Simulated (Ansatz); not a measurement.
**HfO2: how the axes shrink under pressure**

HfO2, P4_2/nmc, a = 3.604 Å, c = 5.264 Å. This isn't the usual stable structure of the compound. Ansatz: PBE, PAW, 420 eV, Γ-centred 6×6×4 mesh on 6 atoms, Gaussian smearing 0.02 eV; no spin polarisation. Cell and atoms are relaxed at each pressure, and no other structure is tried, so the rows at high pressure may lie past a change of phase. y = 100 ln(c/c0) with c0 = 5.2640 Å, so nearly a change in per cent. The pressures are the targets, met within 0.06 GPa.

```
P (GPa) y  100 ln(a/a0)
   -2.0   0.68          0.30
    0.0   0.00          0.00
    2.0  -0.59         -0.27
    5.0  -1.38         -0.67
   10.0      ?             ?
   20.0  -4.37         -2.36
   40.0  -7.03         -4.17
```

Fit y = c1 P + c2 P² to the other rows, give the linear compressibility along c, and predict the missing y.

Least squares on the rows shown. y = −0.2696 P + 0.002358 P². The linear compressibility along c is −c1/100 = 2.70 per TPa, against 1.33 along a from the same fit to the last column (its missing entry is -1.28): the crystal is softer along c at low pressure. The runs next to zero pressure give 3.12 and 1.41, so a parabola over the whole range misstates the start. With a term in P³ added, the coefficient of P becomes -0.3082, 14 % more, which shows how far this figure hangs on the form. At P = 10.0 the fit asked for gives -2.46. The run gave -2.53, so the fit is 0.07 too high, within the rms miss on the fitted rows (0.08).

The mesh isn't the same in all rows (6×6×4, 8×8×6). Spin–orbit coupling is left out, which can shift energies with elements as heavy as these.